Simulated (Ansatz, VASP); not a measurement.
Rb: VASP beside Ansatz

INCAR

```
SYSTEM = Rb
PREC = Accurate
ENCUT = 520
EDIFF = 1E-7
ISMEAR = -1
SIGMA = 0.1
LREAL = .FALSE.
LASPH = .TRUE.
NELM = 60
ALGO = Fast
ISIF = 2
LWAVE = .FALSE.
LCHARG = .FALSE.
GGA = PS
NBANDS = 26
```

File KPOINTS:

```
Automatic mesh
0
G
  8 8 3
  0 0 0
```

The input POSCAR:

```
Rb
1.0
    5.1049578092      0.0000000000      0.0000000000
   -2.5524789046      4.4210231480      0.0000000000
    0.0000000000      0.0000000000     16.6727922049
Rb
4
Direct
    0.0000000000      0.0000000000      0.0000000000
    0.0000000000      0.0000000000      0.5000000000
    0.3333333333      0.6666666667      0.2500000000
    0.6666666667      0.3333333333      0.7500000000
```

Input for Ansatz:

```yaml
crystal:
  lattice:
    - [5.1049578092, 0.0, 0.0]
    - [-2.5524789046, 4.421023148, 0.0]
    - [0.0, 0.0, 16.6727922049]
  atoms:
    - { symbol: Rb, position: [0.0, 0.0, 0.0] }
    - { symbol: Rb, position: [0.0, 0.0, 0.5] }
    - { symbol: Rb, position: [0.3333333333, 0.6666666667, 0.25] }
    - { symbol: Rb, position: [0.6666666667, 0.3333333333, 0.75] }
hamiltonian:
  xc: pbesol
  pseudopotentials:
    kind: paw
    azcp:
      Rb: "pseudopotentials/Rb.paw.azcp"
basis:
  ecutwfc: 420
  fft_grid_basis: typed
kpoints:
  mp_grid: { grid: [8, 8, 3], shift: [0, 0, 0] }
magnetization:
  spin_polarized: false
scf:
  occupations: { method: fermi_dirac, width: 0.1 }
  lower_state_search: "off"
output:
  stress: true
```

Alike in both runs: task single point; functional PBEsol; k mesh 8 × 8 × 3; occupations fermi-dirac, width 0.1 eV; no spin polarisation.

```csv
,VASP,Ansatz
version,VASP 6.6.1,Ansatz 0.2.0
potentials or method,"VASP PAW PBE potentials, release 64 (Rb_sv)","plane waves (420 eV) with PAW, scalar-relativistic"
plane-wave cutoff (eV),520,420
valence electrons in the cell,36,36
```

```csv
,VASP,Ansatz,Ansatz less VASP
pressure (GPa),-0.2,-0.2,0.00
```

Ansatz warned: «pseudo_functional_mismatch».

Caveats: the PAW data sets were made with another functional, which shifts forces and pressure a little (VASP).
